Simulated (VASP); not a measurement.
# GaSb (F-43m) in VASP: further runs

The runs below take GaSb through band structure, with HSE06, PBEsol.

Everything below comes from runs of VASP 6.6.1. Logs are shortened: lines on timing, memory, paths and dates and some standing lists are left out, and cuts for length are marked.

**Measured values to compare with.**

A printed reference work, data compilation reports, for a bulk crystal of GaSb at 4.2 K: band gap 0.811 eV (direct).

The results are compared with them further down.

## (1) The crystal as given

It takes space group F-43m (No. 216, cubic). The conventional cell has a = 6.115 Å, b = 6.115 Å, c = 6.115 Å, α = 90.00°, β = 90.00°, γ = 90.00°. Ga (site symmetry -43m) has 4 Sb at 2.65 Å as nearest neighbours. Sb (site symmetry -43m) is surrounded by 4 Ga at 2.65 Å.

## (2) Band structure, HSE06, spin-orbit coupling, no magnetisation

Contents of POSCAR:

```
GaSb                                    
1.0
    0.0000000000      3.0573977452      3.0573977452
    3.0573977452      0.0000000000      3.0573977452
    3.0573977452      3.0573977452      0.0000000000
  Ga              Sb            
     1     1
Direct
     0.0000000000000000    0.0000000000000000    1.0000000000000000
     0.2500000000000000    0.2500000000000000    0.2500000000000000
```

Contents of INCAR.step1:

```
SYSTEM = GaSb
PREC     = Accurate       ! precision mode
ENCUT    = 520            ! plane-wave cutoff, eV
EDIFF    = 1E-5           ! SCF threshold, eV
ISMEAR   = 0              ! smearing method
SIGMA    = 0.03           ! smearing width, eV
LREAL    = .False.        ! projectors in reciprocal space
LASPH    = .True.         ! aspherical terms in the spheres
NELM     = 80             ! most SCF steps
ALGO     = Normal         ! electronic algorithm
ISIF     = 2              ! what is computed and relaxed
LWAVE    = .True.         ! write WAVECAR
LCHARG   = .False.        ! write CHGCAR
LNONCOLLINEAR= .True.         ! non-collinear magnetism
MAGMOM   = 0 0 0 0 0 0    ! initial moments
LORBIT   = 11             ! projections on sites
LSORBIT  = .True.         ! spin-orbit coupling
GGA_COMPAT= .False.      
NBANDS   = 32             ! bands
KPAR     = 2            
GGA      = PE             ! functional
```

Contents of INCAR.step2:

```
SYSTEM = GaSb
PREC     = Accurate       ! precision mode
ENCUT    = 520            ! plane-wave cutoff, eV
EDIFF    = 1E-7           ! SCF threshold, eV
ISMEAR   = 0              ! smearing method
SIGMA    = 0.03           ! smearing width, eV
LREAL    = .False.        ! projectors in reciprocal space
LASPH    = .True.         ! aspherical terms in the spheres
NELM     = 80             ! most SCF steps
ALGO     = Normal         ! electronic algorithm
ISIF     = 2              ! what is computed and relaxed
LWAVE    = .False.        ! write WAVECAR
LCHARG   = .False.        ! write CHGCAR
LNONCOLLINEAR= .True.         ! non-collinear magnetism
MAGMOM   = 0 0 0 0 0 0    ! initial moments
LORBIT   = 11             ! projections on sites
LSORBIT  = .True.         ! spin-orbit coupling
GGA_COMPAT= .False.      
GGA      = PE             ! functional
LHFCALC  = .True.         ! exact exchange
HFSCREEN = 0.2            ! screening, 1/A
PRECFOCK = Fast         
NBANDS   = 32             ! bands
KPAR     = 2            
ISTART   = 1
```

Contents of KPOINTS:

```
Automatic mesh
0
Gamma
  4 4 4
  0 0 0
```

Contents of KPOINTS_OPT:

```
explicit points
9
Reciprocal
 0.0000000000  0.0000000000  0.0000000000 1
 0.3750000000  0.3750000000  0.7500000000 1
 0.5000000000  0.5000000000  0.5000000000 1
 0.6250000000  0.2500000000  0.6250000000 1
 0.5000000000  0.2500000000  0.7500000000 1
 0.5000000000  0.0000000000  0.5000000000 1
 0.4000000000  0.0000000000  0.4000000000 1
 0.4250000000  0.0000000000  0.4250000000 1
 0.4500000000  0.0000000000  0.4500000000 1
```

Potentials or basis: VASP PAW PBE potentials, release 64 (Ga_d, Sb).

Launch:

```console
$ cat potpaw_PBE.64/Ga_d/POTCAR potpaw_PBE.64/Sb/POTCAR > POTCAR
$ cp INCAR.step1 INCAR
$ mpirun -np 2 vasp_ncl > vasp.out
$ cp INCAR.step2 INCAR
$ mpirun -np 2 vasp_ncl > vasp.out
```

OUTCAR:

```text
SYSTEM = GaSb
   PREC = Accurate
   ENCUT = 520
   EDIFF = 1E-7
   ISMEAR = 0
   LREAL = .False.
   LASPH = .True.
   NELM = 80
   ISIF = 2
   LNONCOLLINEAR = .True.
   LORBIT = 11
   LSORBIT = .True.
   GGA = PE
   LHFCALC = .True.
   HFSCREEN = 0.2
   PRECFOCK = Fast
   ISTART = 1

 ion  position               nearest neighbor table
   1  0.000  0.000  0.000-   2 2.65   2 2.65   2 2.65   2 2.65
   2  0.250  0.250  0.250-   1 2.65   1 2.65   1 2.65   1 2.65

  LATTYP: Found a face centered cubic cell.
 ALAT       =     6.1147954904

  Lattice vectors:

 A1 = (   0.0000000000,   3.0573977452,   3.0573977452)
 A2 = (   3.0573977452,   0.0000000000,   3.0573977452)
 A3 = (   3.0573977452,   3.0573977452,   0.0000000000)

Analysis of symmetry for initial positions (statically):
=====================================================================
 Subroutine PRICEL returns:
 Original cell was already a primitive cell.

 Routine SETGRP: Setting up the symmetry group for a
 face centered cubic supercell.

 Subroutine GETGRP returns: Found 24 space group operations
 (whereof 24 operations were pure point group operations)
 out of a pool of 48 trial point group operations.

The static configuration has the point symmetry T_d .

Analysis of symmetry for dynamics (positions and initial velocities):
=====================================================================
 Subroutine PRICEL returns:
 Original cell was already a primitive cell.

 Routine SETGRP: Setting up the symmetry group for a
 face centered cubic supercell.

 Subroutine GETGRP returns: Found 24 space group operations
 (whereof 24 operations were pure point group operations)
 out of a pool of 48 trial point group operations.

The dynamic configuration has the point symmetry T_d .

Analysis of structural, dynamic, and magnetic symmetry:
=====================================================================
 Subroutine PRICEL returns:
 Original cell was already a primitive cell.

 Routine SETGRP: Setting up the symmetry group for a
[... 494 lines left out ...]
  -------------------------------------------------------------------------------------
  Total        0.1330832      0.1330832      0.1330832      0.0000000      0.0000000      0.0000000
  in kB        3.7303375      3.7303375      3.7303375      0.0000000      0.0000000      0.0000000
  external PRESSURE =       3.7303375 kB  Pullay stress =       0.0000000 kB

 VOLUME and BASIS-vectors are now :
 -----------------------------------------------------------------------------
  energy-cutoff  :      520.00
  volume of cell :       57.16
      direct lattice vectors                 reciprocal lattice vectors
     0.000000000  3.057397745  3.057397745    -0.163537767  0.163537767  0.163537767
     3.057397745  0.000000000  3.057397745     0.163537767 -0.163537767  0.163537767
     3.057397745  3.057397745  0.000000000     0.163537767  0.163537767 -0.163537767

 POSITION                                       TOTAL-FORCE (eV/Angst)
 -----------------------------------------------------------------------------------
      0.00000      0.00000      0.00000         0.000000      0.000000      0.000000
      1.52870      1.52870      1.52870        -0.000000     -0.000000     -0.000000
 -----------------------------------------------------------------------------------
    total drift:                                0.000000      0.000000      0.000000

  FREE ENERGIE OF THE ION-ELECTRON SYSTEM (eV)
  ---------------------------------------------------
  free  energy   TOTEN  =        -8.8718119349 eV

  energy  without entropy=       -8.8718119349  energy(sigma->0) =       -8.87181193

 Spin-Orbit-Coupling matrix elements

 Ion:    1  E_soc:     -0.0103421
 l=   1
     0.0000000    -0.0009887    -0.0009887
    -0.0009887     0.0000000    -0.0009887
    -0.0009887    -0.0009887     0.0000000
 l=   2
     0.0000000    -0.0001425     0.0000000    -0.0001425    -0.0005925
    -0.0001425     0.0000000    -0.0004444    -0.0001425    -0.0001481
     0.0000000    -0.0004444     0.0000000    -0.0004444     0.0000000
    -0.0001425    -0.0001425    -0.0004444     0.0000000    -0.0001481
    -0.0005925    -0.0001481     0.0000000    -0.0001481     0.0000000
 l=   3
     0.0000000     0.0000000     0.0000000     0.0000000     0.0000000     0.0000000     0.0000000
     0.0000000     0.0000000     0.0000000     0.0000000     0.0000000     0.0000000     0.0000000
     0.0000000     0.0000000     0.0000000     0.0000000     0.0000000     0.0000000     0.0000000
     0.0000000     0.0000000     0.0000000     0.0000000     0.0000000     0.0000000     0.0000000
     0.0000000     0.0000000     0.0000000     0.0000000     0.0000000     0.0000000     0.0000000
     0.0000000     0.0000000     0.0000000     0.0000000     0.0000000     0.0000000     0.0000000
     0.0000000     0.0000000     0.0000000     0.0000000     0.0000000     0.0000000     0.0000000

 Ion:    2  E_soc:     -0.1141589
 l=   1
     0.0000000    -0.0188588    -0.0188587
    -0.0188588     0.0000000    -0.0188588
    -0.0188587    -0.0188588     0.0000000
 l=   2
     0.0000000    -0.0000769     0.0000000    -0.0000769    -0.0000908
    -0.0000769     0.0000000    -0.0000681    -0.0000769    -0.0000227
     0.0000000    -0.0000681     0.0000000    -0.0000681     0.0000000
    -0.0000769    -0.0000769    -0.0000681     0.0000000    -0.0000227
    -0.0000908    -0.0000227     0.0000000    -0.0000227     0.0000000
 l=   3
     0.0000000     0.0000000     0.0000000     0.0000000     0.0000000     0.0000000     0.0000000
     0.0000000     0.0000000     0.0000000     0.0000000     0.0000000     0.0000000     0.0000000
     0.0000000     0.0000000     0.0000000     0.0000000     0.0000000     0.0000000     0.0000000
     0.0000000     0.0000000     0.0000000     0.0000000     0.0000000     0.0000000     0.0000000
     0.0000000     0.0000000     0.0000000     0.0000000     0.0000000     0.0000000     0.0000000
     0.0000000     0.0000000     0.0000000     0.0000000     0.0000000     0.0000000     0.0000000
     0.0000000     0.0000000     0.0000000     0.0000000     0.0000000     0.0000000     0.0000000

 total charge

# of ion       s       p       d       tot
------------------------------------------
    1        0.844   0.775   9.979  11.599
    2        1.124   1.584   0.029   2.737
--------------------------------------------------
tot          1.968   2.360  10.008  14.336

 magnetization (x)

# of ion       s       p       d       tot
------------------------------------------
    1       -0.000  -0.000  -0.000  -0.000
    2       -0.000   0.000  -0.000  -0.000
--------------------------------------------------
tot         -0.000  -0.000  -0.000  -0.000

 magnetization (y)

# of ion       s       p       d       tot
------------------------------------------
    1        0.000   0.000   0.000   0.000
    2        0.000  -0.000  -0.000  -0.000
--------------------------------------------------
tot          0.000  -0.000  -0.000  -0.000

 magnetization (z)

# of ion       s       p       d       tot
------------------------------------------
    1       -0.000  -0.000  -0.000  -0.000
    2        0.000   0.000  -0.000   0.000
--------------------------------------------------
tot         -0.000  -0.000  -0.000  -0.000
```

OUTCAR.step1:

```text
SYSTEM = GaSb
   PREC = Accurate
   ENCUT = 520
   EDIFF = 1E-5
   ISMEAR = 0
   LREAL = .False.
   LASPH = .True.
   NELM = 80
   ISIF = 2
   LNONCOLLINEAR = .True.
   LORBIT = 11
   LSORBIT = .True.
   GGA = PE

[... 621 lines left out ...]

 magnetization (y)

# of ion       s       p       d       tot
------------------------------------------
    1        0.000   0.000   0.000   0.000
    2        0.000   0.000   0.000   0.000
--------------------------------------------------
tot          0.000   0.000   0.000   0.000

 magnetization (z)

# of ion       s       p       d       tot
------------------------------------------
    1        0.000  -0.000  -0.000  -0.000
    2        0.000   0.000  -0.000   0.000
--------------------------------------------------
tot          0.000   0.000  -0.000   0.000
```

It took 21 min on 2 MPI ranks of Intel Xeon 6975P-C (Granite Rapids), shared host; peak memory 0.44 GiB.

What came out:

| Quantity | Value |
| --- | --- |
| Free energy | -8.8718 eV |
| Pressure | 0.4 GPa |
| Valence electrons inside the program's atomic spheres | Ga 11.60; Sb 2.74 |

Caveat: the k mesh is coarse (spacing up to 0.44 Å⁻¹), so the values aren't converged, least of all with exact exchange; the PAW data sets were made with another functional, which shifts forces and pressure a little.

(Part 1 of 2 ends here.)
